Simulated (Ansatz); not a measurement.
# Cr under changes of volume

One of the cells (13.784 Å³/atom); the others are scaled copies at fixed shape and fractional positions:

```
CELL_PARAMETERS angstrom
2.69578 0.00000 0.00000
-1.34789 2.33462 0.00000
0.00000 0.00000 4.38040
ATOMIC_POSITIONS crystal
Cr 0.66667 0.33333 0.75000
Cr 0.33333 0.66667 0.25000
```

This isn't the form of Cr at room conditions, which is bcc.

| Item | Value |
| --- | --- |
| Program | Ansatz 0.2.0 |
| Functional | PBE |
| Potentials or basis | all-electron LAPW, scalar-relativistic |
| Cutoff | 278 eV (chosen from the basis error) |
| Basis error allowed | 0.0005 eV/atom |
| k mesh | 11 × 11 × 6 |
| Occupations | fermi-dirac, width 0.05 eV |
| Spin | collinear spin, ferromagnetic start |
| Starting moments | [3.0, 3.0] μB |

```csv
volume (Å³/atom),energy over the lowest point (meV/atom),pressure (GPa),moment (μB per cell)
13.222,0.00,-19.1,1.05
13.503,34.97,-21.4,1.37
13.784,74.07,-23.5,1.57
14.066,117.08,-25.5,1.73
14.910,?,?,?
```

Question: What does the run at 14.910 Å³/atom give?

Answer: Energy over the lowest point 191.48 meV/atom; pressure -12.6 GPa; moment 0.00 μB per cell.

Worked out: A Birch-Murnaghan fit of order 2 (a polynomial in V^(-2/3)) to the other rows has no minimum within the range. It gives 264.03 meV/atom at 14.910 Å³/atom, against the run's 191.48, and -dE/dV = -30.1 GPa, against -12.6. A parabola through the other rows of the moment, of slope -0.489 μB per Å³/atom there, extrapolates to 1.67 μB, against the run's 0.00.

Energies are extrapolated to zero smearing.

Caveats: the starting moments weren't kept (some runs).
